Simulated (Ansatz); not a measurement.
Relativity in ZrN

```yaml
crystal:
  lattice:
    - [0.00000, 2.28423, 2.28423]
    - [2.28423, 0.00000, 2.28423]
    - [2.28423, 2.28423, 0.00000]
  atoms:
    - { symbol: Zr, position: [0.00000, 0.00000, 0.00000] }
    - { symbol: N, position: [0.50000, 0.50000, 0.50000] }
```

Atoms are numbered in the order listed.

The cell is COD entry 4303945, as deposited and not checked against the literature; nothing was relaxed.

Spin polarisation is left out, and whether a magnetic state lies lower isn't shown here.

One fixed cell is solved with PBE by all-electron LAPW in Ansatz 0.2.0 under different relativistic treatments. Pressure is positive in compression.

The runs use a Γ-centred 9×9×9 k mesh, Fermi–Dirac smearing of 0.01 eV, basis error target 0.25 meV/atom, no spin polarisation.

```json
{"setting": "scalar-relativistic", "P (GPa)": "4.48"}
{"setting": "non-relativistic", "P (GPa)": "?"}
{"setting": "with spin–orbit coupling", "P (GPa)": "4.47"}
{"setting": "scalar-relativistic, point nuclei", "P (GPa)": "4.48"}
```

(1) Give the missing entry: row "non-relativistic", column "P (GPa)".

Answers

(1) 6.35.
